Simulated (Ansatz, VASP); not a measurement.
One calculation of Os, two programs

The input INCAR:

```
SYSTEM = Os
PREC = Accurate
ENCUT = 520
EDIFF = 1E-6
ISMEAR = 0
SIGMA = 0.1
LREAL = .FALSE.
LASPH = .TRUE.
NELM = 100
ALGO = Normal
ISIF = 2
LWAVE = .FALSE.
LCHARG = .TRUE.
GGA = PS
LELF = .TRUE.
LVHAR = .TRUE.
NBANDS = 24
```

Contents of KPOINTS:

```
Automatic mesh
0
G
  6 6 4
  0 0 0
```

File POSCAR:

```
Os
1.0
    2.5527705329     -1.6871860380      0.0000000000
    2.5527705329      1.6871860380      0.0000000000
    0.0000000000      0.0000000000      6.8824523259
Os
4
Direct
    0.8500000000      0.1500000000      0.1170000000
    0.6500000000      0.3500000000      0.6170000000
    0.1500000000      0.8500000000      0.8830000000
    0.3500000000      0.6500000000      0.3830000000
```

Input for Ansatz:

```yaml
crystal:
  lattice:
    - [2.5527705329, -1.687186038, 0.0]
    - [2.5527705329, 1.687186038, 0.0]
    - [0.0, 0.0, 6.8824523259]
  atoms:
    - { symbol: Os, position: [0.85, 0.15, 0.117] }
    - { symbol: Os, position: [0.65, 0.35, 0.617] }
    - { symbol: Os, position: [0.15, 0.85, 0.883] }
    - { symbol: Os, position: [0.35, 0.65, 0.383] }
basis:
  ecutwfc: 420
kpoints:
  mp_grid: { grid: [6, 6, 4] }
hamiltonian:
  xc: pbesol
scf:
  occupations: { method: gaussian, width: 0.1 }
  lower_state_search: "off"
output:
  forces: true
  stress: true
  eigenvalues: true
```

Alike in both runs: task single point; functional PBEsol; k mesh 6 × 6 × 4; occupations gaussian, width 0.1 eV; no spin polarisation.

|  | VASP | Ansatz |
| --- | --- | --- |
| version | VASP 6.6.1 | Ansatz 0.2.0 |
| potentials or method | VASP PAW PBE potentials, release 64 (Os) | scalar-relativistic, plane waves, PAW |
| plane-wave cutoff (eV) | 520 | 420 |
| valence electrons in the cell | 32 | 64 |

|  | VASP | Ansatz | Ansatz less VASP |
| --- | --- | --- | --- |
| gap on the k mesh at the Fermi level (eV) | none | none | - |
| rms of the force components (eV/Å) | 9.157 | 10.956 | +1.7991 |

Atom by atom the forces differ by 1.804 eV/Å (rms over components). A gap of «none» marks a metal or a gap that the smearing closes. The two sets of potentials don't hold the same shells in valence.

Caveats: the k mesh is coarse (spacing up to 0.37 Å⁻¹), so the values aren't converged; the PAW data sets were made with another functional, which shifts forces and pressure a little (VASP). Spin-orbit coupling is left out, which matters for the levels of Os.
